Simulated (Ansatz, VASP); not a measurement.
# Al3Cu: VASP beside Ansatz

```
Al Cu
1.0
     3.94489    0.00000    0.00000
     0.00000    3.94489    0.00000
     0.00000    0.00000    3.67486
Al Cu
3 1
Direct
  0.00000 0.50000 0.50000
  0.50000 0.00000 0.50000
  0.50000 0.50000 0.00000
  0.00000 0.00000 0.00000
```

Change from the starting cell: strain +e along x and -e along y +0.0000, strain +e along z and -e/2 along x and y -0.0467.

Alike in both runs: task single point; functional LDA; k mesh 10 × 10 × 10; occupations gaussian, width 0.15 eV; no spin polarisation.

```csv
,VASP,Ansatz
version,VASP 6.6.1,Ansatz 0.2.0
potentials or method,"VASP PAW LDA potentials, release 64 (Al, Cu)","scalar-relativistic, plane waves, PAW"
plane-wave cutoff (eV),520,520
valence electrons in the cell,20,28
```

```csv
,VASP,Ansatz,Ansatz less VASP
gap on the k mesh at the Fermi level (eV),none,none,-
pressure (GPa),0.7,0.4,-0.27
largest component of the traceless stress (GPa),4.80,4.78,-0.021
```

A gap of «none» marks a metal or a gap that the smearing closes. The two sets of potentials don't hold the same shells in valence. Ansatz warned: «pseudo_functional_mismatch».
